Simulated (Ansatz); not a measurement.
# Property card for GaN

Theory: DFT PBE, scalar-relativistic, plane waves, PAW (Ansatz 0.2.0).

Plane waves to 420 eV, a k mesh through Γ of 10×10×10 on the computed 2-atom cell and Gaussian smearing (0.02 eV); no spin polarisation.

The structure is relaxed at this level of theory with its symmetry kept. This zinc-blende form isn't the usual stable structure of the compound.

```yaml
crystal:
  lattice:
    - [0.00000, 2.27424, 2.27424]
    - [2.27424, 0.00000, 2.27424]
    - [2.27424, 2.27424, 0.00000]
  atoms:
    - { symbol: Ga, position: [0.00000, 0.00000, 0.00000] }
    - { symbol: N, position: [0.75000, 0.75000, 0.75000] }
```

| Quantity | Value |
| --- | --- |
| Space group | F-43m (No. 216) |
| Volume per atom | 11.76 Å³ |
| Formation energy from the elements' standard states (uncorrected) | -0.437 eV/atom |
| Kohn–Sham band gap | 1.54 eV |
| Löwdin character of the top 1 eV of the valence band | N 2p 87 %, Ga 4p 8 % |
| Löwdin character of the lowest 1 eV of the conduction band | N 2s 35 %, Ga 4s 34 %, N 2p 20 % |
| Bader charges (e) | Ga (1 in the cell) 1.54, N (1 in the cell) -1.54 |